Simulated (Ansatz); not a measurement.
Crystal: Bi2Se3 (Paraguanajuatite).

```
CELL_PARAMETERS angstrom
2.07150 1.19598 9.54533
-2.07150 1.19598 9.54533
0.00000 -2.39196 9.54533
ATOMIC_POSITIONS crystal
Bi 0.59920 0.59920 0.59920
Bi 0.40080 0.40080 0.40080
Se 0.78830 0.78830 0.78830
Se 0.21170 0.21170 0.21170
Se 0.00000 0.00000 0.00000
```

Base run:

```yaml
Program: Ansatz 0.2.0
Functional: r2SCAN
Potentials_or_basis: Ansatz PAW
Cutoff: "500 eV (not typed: the program's choice for these potentials)"
k_mesh: 8 × 8 × 8
Occupations: fermi-dirac, width 0.05 eV
Spin: no spin polarisation
```

Its results: band gap on the k mesh 0.49 eV, direct; pressure 1.4 GPa; largest force 0.080 eV/Å.

Task: The run is repeated on the same cell with these changes: functional from r2SCAN to PBE; cutoff from 500 eV (not typed: the program's choice for these potentials) to 420 eV (not typed: the program's choice for these potentials). What comes out?

Result: Band gap on the k mesh 0.22 eV, direct; pressure 2.5 GPa; largest force 0.159 eV/Å.

r2SCAN gives the wider gap, since meta-GGAs in the generalised Kohn-Sham scheme recover part of the derivative discontinuity.

Caveats: spin-orbit coupling is left out, which as a rule narrows the gap of such compounds by several tenths of an eV; the density of states is complete only up to the lowest level of the last band computed; the PAW data sets come from PBE, with cores solved anew for the run's functional, which leaves a small shift of forces and pressure (some runs).

A k mesh can miss the band edges.
